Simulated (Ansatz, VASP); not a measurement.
**One calculation of Pb, two programs**

The input POSCAR:

```
Pb
1.0
   -1.9756323945      1.9756323945      1.9756323945
    1.9756323945     -1.9756323945      1.9756323945
    1.9756323945      1.9756323945     -1.9756323945
Pb
1
Direct
    0.0000000000      0.0000000000      0.0000000000
```

The input INCAR.step1:

```
SYSTEM = Pb
PREC     = Accurate       ! precision mode
ENCUT    = 520            ! plane-wave cutoff, eV
ISMEAR   = 0              ! smearing method
SIGMA    = 0.05           ! smearing width, eV
LREAL    = .False.        ! projectors in reciprocal space
LASPH    = .True.         ! aspherical terms in the spheres
NELM     = 100            ! most SCF steps
NBANDS   = 13             ! bands
GGA      = PE             ! functional
ALGO     = Normal         ! electronic algorithm
EDIFF    = 1E-4           ! SCF threshold, eV
LWAVE    = .True.         ! write WAVECAR
LCHARG   = .False.        ! write CHGCAR
```

INCAR.step2

```
SYSTEM = Pb
PREC     = Accurate       ! precision mode
ENCUT    = 520            ! plane-wave cutoff, eV
EDIFF    = 1E-6           ! SCF threshold, eV
ISMEAR   = 0              ! smearing method
SIGMA    = 0.05           ! smearing width, eV
LREAL    = .False.        ! projectors in reciprocal space
LASPH    = .True.         ! aspherical terms in the spheres
NELM     = 100            ! most SCF steps
ALGO     = Normal         ! electronic algorithm
ISIF     = 2              ! what is computed and relaxed
LWAVE    = .False.        ! write WAVECAR
LCHARG   = .False.        ! write CHGCAR
METAGGA  = R2SCAN         ! meta-GGA
LMIXTAU  = .True.       
NBANDS   = 13             ! bands
ISTART   = 1
```

Contents of KPOINTS:

```
regular mesh
0
Gamma
  14 14 14
  0 0 0
```

Input for Ansatz:

```yaml
crystal:
  lattice:
    - [-1.9756323945, 1.9756323945, 1.9756323945]
    - [1.9756323945, -1.9756323945, 1.9756323945]
    - [1.9756323945, 1.9756323945, -1.9756323945]
  atoms:
    - { symbol: Pb, position: [0.0, 0.0, 0.0] }
basis:
  ecutwfc: 500
  ecutrho_ratio: 4
kpoints:
  mp_grid: { grid: [14, 14, 14] }
hamiltonian:
  xc: r2scan
scf:
  occupations: { method: gaussian, width: 0.05 }
output:
  forces: true
  stress: true
  eigenvalues: true
```

Alike in both runs: task single point; functional r2SCAN; k mesh 14 × 14 × 14; occupations gaussian, width 0.05 eV; no spin polarisation.

```csv
,VASP,Ansatz
version,VASP 6.6.1,Ansatz 0.2.0
potentials or method,"VASP PAW PBE potentials, release 64 (Pb_d)","scalar-relativistic, plane waves, PAW"
plane-wave cutoff (eV),520,500
valence electrons in the cell,14,14
```

```tsv
	VASP	Ansatz	Ansatz less VASP
gap on the k mesh at the Fermi level (eV)	none	none	-
pressure (GPa)	0.0	0.0	+0.01
```

A gap of «none» marks a metal or a gap that the smearing closes.

Caveats: the PAW data sets were made with another functional, which shifts forces and pressure a little (VASP). The runs have no spin-orbit coupling, so splittings on Pb are missing.
